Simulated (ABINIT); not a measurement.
Runs of ABINIT 10.8.3 (patched build) on CuI (Marshite). It takes space group F-43m (No. 216, cubic). The conventional cell has a = 6.063 Å, b = 6.063 Å, c = 6.063 Å, α = 90.00°, β = 90.00°, γ = 90.00°. Around I (site symmetry -43m) lie 4 Cu at 2.63 Å. Cu (site symmetry -43m) is surrounded by 4 I at 2.63 Å. 

```tsv
task	level	potentials or basis	k mesh	cutoff (eV)	fine-grid cutoff	gap on the mesh (eV)	pressure (GPa)
single point	r2SCAN	JTH PAW PBE v2.0	6 × 6 × 6	844	1442.2 eV	1.58	-0.4
band structure	RPBE	JTH PAW PBE v2.0	8 × 8 × 8	707	1306.15 eV	(b)	2.7
band structure	BLYP	JTH PAW PBE v2.0	8 × 8 × 8	707	1306.15 eV	(a)	4.1
band structure	LDA	JTH PAW LDA v2.0	8 × 8 × 8	544	1088.46 eV	0.93	-
```

Alike in all rows: no spin polarisation; cell as given; smearing fermi-dirac 0.05 eV.

**Question.** Fill in the values left out.

**Answer.** (a) 1.16; (b) 1.25.

Caveats: spin-orbit coupling is left out, which moves the levels of the heavy elements; the PAW data sets were made with another functional, which shifts forces and pressure a little (some runs).

A k mesh can miss the band edges, and the runs leave out spin-orbit coupling on I.
